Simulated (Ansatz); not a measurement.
## Bands, cutoff and cost in G0W0 for BP (honeycomb monolayer)

How do accuracy and time trade against each other in G0W0 on BP (honeycomb monolayer)?

Program: Ansatz 0.2.0. Level of theory: G0W0 on PBE, plane waves, PAW; PAW set soft_1. Results are calculated unless marked as measured.

### 1. Starting point

The cell holds 2 atoms: 1 B and 1 P. Its edges and angles: a = 3.206 Å, b = 3.206 Å, c = 23.200 Å, α = 90.0°, β = 90.0°, γ = 120.0°. Vacuum lies along c.

The structure was relaxed with PBE-D3(BJ). The runs that relaxed it are not among those shown. The Coulomb interaction is cut off across the vacuum.

### 2. 101 empty bands, screening to 36 eV

G0W0 replaces the xc potential by the self-energy, built once from these orbitals. Only a window of levels is corrected, while the sums run over the empty bands that the input names. This step takes PAW set soft_1 files.

The input, input.yaml:

```yaml
crystal:
  lattice:
    - [3.2058429119, 0.0, 0.0]
    - [-1.602921456, 2.7763414023, 0.0]
    - [0.0, 0.0, 23.2]
  atoms:
    - { symbol: B, position: [0.3333333333, 0.6666666667, 0.5] }
    - { symbol: P, position: [0.6666666667, 0.3333333333, 0.5] }
  periodic: [true, true, false]
kpoints:
  mp_grid: { grid: [6, 6, 1] }
hamiltonian:
  xc: pbe
  pseudopotentials: { kind: paw, azcp: { folder: soft_1 } }
scf:
  occupations: { method: fixed }
gw:
  n_empty_bands: 101
  ecut_chi: 36
  qp_bands: [v2, c2]
  qp_kpoints: band_edges
  screening: { model: contour_deformation }
```

On the command line:

```
$ ansatz run input.yaml --threads 8 --pin off --max-ram 17510MiB --backend cpu --events-out ev --progress --plain --runs-dir out
```

Numbers of over 12 decimals in the logs are rounded to 6 here.

What it wrote:

```text
Engine: ansatz 0.2.0, aarch64-unknown-linux-gnu
Pseudopotentials: kind: paw
Pseudopotential: B, paw, valence charge 3, recommended cutoff 420 eV (normal), soft_1/B.paw.azcp
Pseudopotential: P, paw, valence charge 5, recommended cutoff 420 eV (normal), soft_1/P.paw.azcp
Functional definition: PBE
  parameter kappa = 0.804
  parameter beta = 0.066725
  exchange = pbe_x(kappa = kappa, mu = beta*pi^2/3)
  correlation = pbe_c(beta = beta)
Crystal: 2 atoms, lattice volume = 206.492 Å³
Basis set: ecut = 420 eV, 4085 PW (Γ)
Bands: 8, of which v1, the nominal top of the filled ones, is band 4 counted from 1 (3 counted from 0)
Symmetry: 12 space group operations
Space group: P-6m2 (ITA 187), of the structure as read, at distance tolerance 5.9e-5 Å
k-points: 7 of 36 (time reversal used)
Non-local potential: B, projectors of the file, l = 0: 2, l = 1: 2, l = 2: 1
Non-local potential: P, projectors of the file, l = 0: 2, l = 1: 2, l = 2: 1
PAW form: soft (Blöchl's): semilocal exchange-correlation on the pseudo side does not see the compensation charge
PAW one-centre angular grid: B, 110 points (default); XC on 64 Gauss nodes
PAW one-centre angular grid: P, 110 points (default); XC on 64 Gauss nodes
Initial density: superposition of atomic densities (neutral atoms: chi_scale 0, normalization atom)
Initial wavefunctions: pseudopotential atomic-orbital guess
Functional: x = pbe(κ = 0.804, μ = 0.219515), c = pbe(β = 0.066725)
SCF iter   1: F=—  HF=-912.486080 eV  |F-HF|=—  |Δ(HF+E_count)|=         —  Δρ=3.09e-2  dr2=2.37e0  ethr=3.10e-3  ⟨swp⟩=7.6  Hψ=518  notcnv=0  defer=13
preconditioner: auto → none  [insulator: Δε(μ)=0.018 eV  Ē_g=12.017 eV  n_scr=10 (ndim 8)  ℏωp=7.3 eV  f_vac=0.766  ε∞_Penn≈1.4]
SCF iter   2: F=—  HF=-911.737651 eV  |F-HF|=—  |Δ(HF+E_count)|=   7.48e-1  Δρ=1.18e-2  dr2=2.45e-1  ethr=3.10e-3  ⟨swp⟩=3.9  Hψ=197  notcnv=0  defer=13
SCF iter   3: F=—  HF=-911.678660 eV  |F-HF|=—  |Δ(HF+E_count)|=   5.90e-2  Δρ=4.67e-3  dr2=2.78e-2  ethr=3.06e-3  ⟨swp⟩=3.1  Hψ=141  notcnv=0  defer=12
SCF iter   4: F=—  HF=-911.673832 eV  |F-HF|=—  |Δ(HF+E_count)|=   4.83e-3  Δρ=1.10e-3  dr2=1.42e-3  ethr=3.48e-4  ⟨swp⟩=3.4  Hψ=113  notcnv=0  defer=13
SCF iter   5: F=—  HF=-911.673838 eV  |F-HF|=—  |Δ(HF+E_count)|=   6.24e-6  Δρ=7.74e-5  dr2=8.03e-6  ethr=1.77e-5  ⟨swp⟩=3.6  Hψ=109  notcnv=0  defer=14
SCF iter   6: F=—  HF=-911.673840 eV  |F-HF|=—  |Δ(HF+E_count)|=   1.24e-6  Δρ=2.43e-5  dr2=5.91e-7  ethr=1.00e-7  ⟨swp⟩=3.6  Hψ=114  notcnv=0  defer=13
SCF iter   7: F=-911.673840 eV  HF=-911.673840 eV  |F-HF|=1.18e-9  |Δ(HF+E_count)|=   3.34e-7  Δρ=1.98e-6  dr2=9.96e-9  ethr=1.25e-9  ⟨swp⟩=12.9  Hψ=513  notcnv=0
SCF 1 converged in 7 iterations: F = -911.673840 eV  dr2 = 9.96e-9
  greatest PAW one-centre occupation: 0.767 electrons in one spin orbital (limit 2), on the P atom at site 1 (counted from 0), in its partial waves of l = 0
NSCF: frozen V_eff on 7 k-points
G₀W₀ screening: q 1/7
[... further progress lines ...]
SCF converged after 7 iterations
Free energy (F): -911.673840 eV
Harris-Foulkes:  -911.673840 eV  (|F-HF|=1.18e-9)
Internal energy: -911.673840 eV  (E = F + TS)
E sigma→0 (E₀):  -911.673840 eV
Fermi energy:    -5.102036 eV
--- Per-component energies (eV) ---
  E_band       = -89.132063
  E_kinetic    = 117.751907
  E_local      = -3440.690937  (includes V_loc(G=0)·N_el)
  E_nonlocal   = 40.732243
  E_hartree    = 1650.994216
  E_xc         = -105.074685
  E_vxc        = -98.603811  (∫ρ·V_xc dr)
  E_paw        = -636.411473  (= ΣΔE_a)
  E_vpaw       = -10.307464  (= ΣTr[D̂ρ^β])
  E_aug_tail   = 0.000005  (compensation charges beyond the density's cutoff)
  E_ewald      = 1461.024884
  E_smearing   = -0.000000  (= −TS)
  E_closure    = 0.000000  (closes the sum)
  Σ components = -911.673840   (vs F -911.673840, Δ=0.00e0)
--- Band table (eV; the first three rows and the last of 7) ---
  k-point 0: bands = ["-18.8270", "-9.2780", "-6.7719", "-6.7719", "-1.3628 (-1.3630°)", "-0.4422", "-0.4422", "-0.2351"]
  k-point 1: bands = ["-18.4060", "-8.8202", "-8.5721", "-7.4510", "-1.1490 (-1.1490°)", "-0.7523 (-0.7525°)", "0.2927", "1.0168"]
  k-point 2: bands = ["-17.2094", "-11.5804", "-8.3984", "-7.5111", "-1.9285", "-1.5728", "0.7233", "1.8849"]
  k-point 6: bands = ["-15.3746", "-13.0416", "-11.4057", "-5.1020", "-4.2295", "1.2646", "2.1874", "3.3514"]
  ° read free of the cell's end (the report's vacuum.weakly_bound_levels)
--- G₀W₀: contour deformation, 6 samples at zero and on the imaginary axis and 2 off it, 36 q-points, 101 empty bands' worth ---
  eigenvalues of the whole cell's RPA ε∞ on this k-mesh (on a slab, of 1 + 4πα/V) = 1.1059, 7.5490, 7.5490; static W/v taken at q = 0 is 0.378799
  gw.qp_kpoints: band_edges: 5 of 7 stored k-points solved, in 1 pass; an edge of the gap read off the rows below is read off those points alone
    valence top: of the k-points left out ik 5 came nearest to being solved in a further pass, in band 4 (counted from 1, as in the quasiparticle table): it holds the edge there only if its correction is more favourable than any solved in that band by at least 1.189 eV; those differ by 0.183 eV
    conduction bottom: of the k-points left out ik 5 came nearest to being solved in a further pass, in band 5 (counted from 1, as in the quasiparticle table): it holds the edge there only if its correction is more favourable than any solved in that band by at least 0.678 eV; those differ by 0.649 eV
  `?` marks the rows in doubt; gw_qp.tsv's column doubts and the gw_qp event give each row's grounds
    ik  band        ε_KS         Σx   Σc(E_QP)       V_xc       Z   E_QP_lin       E_QP  E_QP is
     0     3     -6.7719   -17.7792     2.7103   -15.1571  0.6196    -6.6847    -6.6836  root
     0     4     -6.7719   -17.7792     2.7103   -15.1571  0.6196    -6.6847    -6.6836  root
     0     5     -1.3628    -1.6739    -2.5195    -4.2264  0.6984    -1.3299    -1.3300  root
     0     6     -0.4422    -7.7302    -4.7513   -13.2356  0.6104     0.4738     0.3119  root ?
     1     3     -8.5721   -18.1923     3.3239   -14.8831  0.5860    -8.5574    -8.5573  root ?
     1     4     -7.4510   -17.7598     2.8944   -14.9123  0.6110    -7.4044    -7.4041  root
     1     5     -1.1490    -6.7045    -4.2473   -11.6028  0.6259    -0.3998    -0.4980  root
     1     6     -0.7523    -2.4896    -2.7837    -5.4189  0.6851    -0.6039    -0.6068  root
     2     3     -8.3984   -17.9552     3.2540   -14.6998  0.5942    -8.3998    -8.3998  root ?
     2     4     -7.5111   -14.0224     2.4985   -11.4295  0.5564    -7.6070    -7.6055  root ?
     2     5     -1.9285    -7.7153    -4.3625   -12.7592  0.6256    -1.1355    -1.2471  root ?
     2     6     -1.5728    -6.7955    -4.3992   -11.7021  0.5536    -1.0292    -1.0654  root ?
     3     3     -8.7673   -18.0622     3.4031   -14.6404  0.5930    -8.7860    -8.7859  root ?
     3     4     -6.1685   -13.6955     1.6312   -12.0256  0.6057    -6.2075    -6.2073  root
     3     5     -3.6461    -7.1448    -3.2692   -10.8958  0.6251    -3.1213    -3.1645  root
     3     6     -2.2534    -7.7572    -4.2880   -12.7083  0.6257    -1.4876    -1.5903  root ?
     6     3    -11.4057   -17.5920     4.3000   -13.2489  0.5103   -11.4492   -11.4488  root ?
     6     4     -5.1020   -13.7058     0.9984   -12.7398  0.6222    -5.0697    -5.0695  root
     6     5     -4.2295    -7.4957    -3.0168   -11.0245  0.6233    -3.6665    -3.7175  root
     6     6      1.2646    -3.4221    -4.0355    -7.7822  0.7009     1.6050     1.5892  root
```

Elapsed: 4.9 s, on 8 threads of Arm Neoverse V1, shared host; peak memory 0.92 GiB; 34 s of CPU time.

This step gave:

```yaml
bands_summed: 105
plane_waves_in_the_screening_matrix: 113
q_points_in_the_mesh: 36
g0w0_gap_on_the_mesh: 1.352 eV
k_of_the_valence_top: 0.3333, 0.3333, 0
k_of_the_conduction_bottom: 0.3333, 0.3333, 0
starting_gap_on_the_mesh: 0.8725 eV
z_at_the_valence_top: 0.6222
z_at_the_conduction_bottom: 0.6233
least_direct_g0w0_gap_on_the_computed_points: 1.352 eV
```

The gap on the mesh goes from 0.87 eV to 1.35 eV, a correction of +0.48 eV. Between the two edge states, bare exchange in place of the xc potential would open the gap by 4.49 eV, and correlation takes back 4.02 eV.

### 3. 245 empty bands, screening to 65 eV

Another rung: the empty bands reach about as high as the screening cutoff, so the two stay in balance.

Changes to input.yaml since step 2:

```diff
@@ -16,5 +16,6 @@
   occupations: { method: fixed }
+  convergence: { dr2_threshold: 1.0e-10 }
 gw:
-  n_empty_bands: 101
-  ecut_chi: 36
+  n_empty_bands: 245
+  ecut_chi: 65.0
   qp_bands: [v2, c2]
```

What it wrote:

```text
[...]
Crystal: 2 atoms, lattice volume = 206.492 Å³
Basis set: ecut = 420 eV, 4085 PW (Γ)
Bands: 8, of which v1, the nominal top of the filled ones, is band 4 counted from 1 (3 counted from 0)
Symmetry: 12 space group operations
[...]
k-points: 7 of 36 (time reversal used)
[...]
SCF iter   1: F=—  HF=-912.486080 eV  |F-HF|=—  |Δ(HF+E_count)|=         —  Δρ=3.09e-2  dr2=2.37e0  ethr=3.10e-3  ⟨swp⟩=7.6  Hψ=518  notcnv=0  defer=13
[...]
SCF iter   9: F=-911.673840 eV  HF=-911.673840 eV  |F-HF|=9.66e-12  |Δ(HF+E_count)|=  1.47e-10  Δρ=1.08e-7  dr2=2.16e-11  ethr=1.25e-12  ⟨swp⟩=12.1  Hψ=478  notcnv=0
SCF 1 converged in 9 iterations: F = -911.673840 eV  dr2 = 2.16e-11
[...]
NSCF: frozen V_eff on 7 k-points
G₀W₀ screening: q 1/7
[... further progress lines ...]
SCF converged after 9 iterations
Free energy (F): -911.673840 eV
[...]
Internal energy: -911.673840 eV  (E = F + TS)
E sigma→0 (E₀):  -911.673840 eV
Fermi energy:    -5.101863 eV
[...]
--- Band table (eV; the first three rows and the last of 7) ---
[...]
° read free of the cell's end (the report's vacuum.weakly_bound_levels)
[...]
bands read: the sum over 249 bands ends inside a degenerate multiplet in 1 slot, whose members it reads at an even weight; the widest, k=0: bands 249 to 250 (counted from 1) at 1/2 each
[...]
0     3     -6.7717   -17.7791     2.4234   -15.1572  0.6150    -6.9758    -6.9702  root
     0     4     -6.7717   -17.7791     2.4234   -15.1572  0.6150    -6.9758    -6.9702  root
     0     5     -1.3628    -1.6738    -2.5560    -4.2261  0.6976    -1.3665    -1.3665  root
     0     6     -0.4420    -7.7302    -4.9183   -13.2356  0.6064     0.2218     0.1451  root
     1     3     -8.5719   -18.1922     3.0888   -14.8831  0.5769    -8.8006    -8.7922  root ?
     1     4     -7.4507   -17.7598     2.6253   -14.9123  0.6070    -7.6804    -7.6729  root
     1     5     -1.1488    -6.7039    -4.4096   -11.6018  0.6216    -0.6146    -0.6606  root
     1     6     -0.7523    -2.4902    -2.8434    -5.4197  0.6838    -0.6653    -0.6662  root
     2     3     -8.3982   -17.9552     3.0036   -14.6998  0.5910    -8.6592    -8.6500  root ?
     2     4     -7.5109   -14.0224     2.3480   -11.4295  0.5504    -7.7676    -7.7558  root ?
     2     5     -1.9282    -7.7153    -4.5240   -12.7592  0.6206    -1.3560    -1.4084  root
     2     6     -1.5726    -6.7955    -4.6316   -11.7021  0.5428    -1.2890    -1.2976  root ?
     3     3     -8.7671   -18.0622     3.1576   -14.6404  0.5895    -9.0423    -9.0313  root ?
     3     4     -6.1684   -13.6955     1.4351   -12.0255  0.5978    -6.4119    -6.4032  root ?
     3     5     -3.6460    -7.1448    -3.4689   -10.8957  0.6202    -3.3520    -3.3639  root
     3     6     -2.2532    -7.7572    -4.4442   -12.7083  0.6176    -1.7027    -1.7464  root
     6     3    -11.4055   -17.5920     4.1318   -13.2488  0.5075   -11.6273   -11.6168  root ?
     6     4     -5.1019   -13.7057     0.7772   -12.7398  0.6158    -5.2953    -5.2906  root
     6     5     -4.2294    -7.4957    -3.2317   -11.0244  0.6180    -3.9192    -3.9323  root
     6     6      1.2648    -3.4221    -4.1925    -7.7821  0.6757     1.4344     1.4322  root
```

Wall time 18 s (8 threads); peak memory 2.2 GiB.

Numbers from this step:

| Item | Value |
| --- | --- |
| bands summed | 249 |
| plane waves in the screening matrix | 235 |
| q-points in the mesh | 36 |
| G0W0 gap on the mesh | 1.358 eV |
| k of the valence top | 0.3333, 0.3333, 0 |
| k of the conduction bottom | 0.3333, 0.3333, 0 |
| starting gap on the mesh | 0.8725 eV |
| Z at the valence top | 0.6158 |
| Z at the conduction bottom | 0.6180 |
| least direct G0W0 gap on the computed points | 1.358 eV |

Against the run with 6×6×1 mesh, 101 empty bands, screening to 36 eV, PAW set soft_1 files, the gap moves by +0.006 eV.

### 4. Convergence and cost

Times are wall times on 8 threads of Arm Neoverse V1, shared host, good to a factor of about two.

```csv
mesh,files,frequency,bands summed,cutoff (eV),start (eV),G0W0 (eV),time,host memory (GiB)
6×6×1,PAW set soft_1,contour deformation,105,36,0.873,1.352,4.9 s,0.92
6×6×1,PAW set soft_1,contour deformation,249,65,0.873,1.358,18 s,2.2
```

How the two edges are built up, in eV (the quasiparticle level is the starting level plus Σx plus Σc less Vxc):

```csv
run,edge,start,Σx,Σc,Vxc,Z,QP
105 bands,valence top,-5.10,-13.71,1.00,-12.74,0.62,-5.07
105 bands,conduction bottom,-4.23,-7.50,-3.02,-11.02,0.62,-3.72
249 bands,valence top,-5.10,-13.71,0.78,-12.74,0.62,-5.29
249 bands,conduction bottom,-4.23,-7.50,-3.23,-11.02,0.62,-3.93
```

### 5. Summary of results

| Property | Result |
| --- | --- |
| 105 bands, 36 eV | 1.352 eV |
| 249 bands, 65 eV | 1.358 eV |
| estimated limit in bands and cutoff | 1.36 eV |
| mesh and start | 6×6×1, PBE |

A line in one over the bands through the two rungs gives 1.36 eV, +0.005 eV from the top rung; with two points alone it is an unchecked estimate. The rungs stand 0.01 eV (105 bands) and 0.00 eV (249 bands) from it. From 105 to 249 bands the gap moves by +0.01 eV while the time grows 3.8-fold. Σc changes by −0.22 eV at the valence top and −0.21 eV at the conduction bottom, so the levels themselves move more than the gap between them. The mesh in the plane is coarse for a sheet; gap and any exciton binding can still move on denser ones.

[Paths, hosts, dates, memory and timing lines, banners, echoed tables and standing remarks are left out of the program output.]

[Logs are printed without paths, hosts, clocks, repeated set-up lines and the standing remarks that a program may print on its own settings, such as how far it seeks lower states.]

[Runs of the session that timed out or met a known fault of the program may be left out.]

[Cells called generated may have been cut or substituted from an entry of the Crystallography Open Database or the Materials Project.]

[Hosts, paths, dates, database ids (printed as entryN), source tags and the programs' standing remarks are cut or masked in the printed files.]
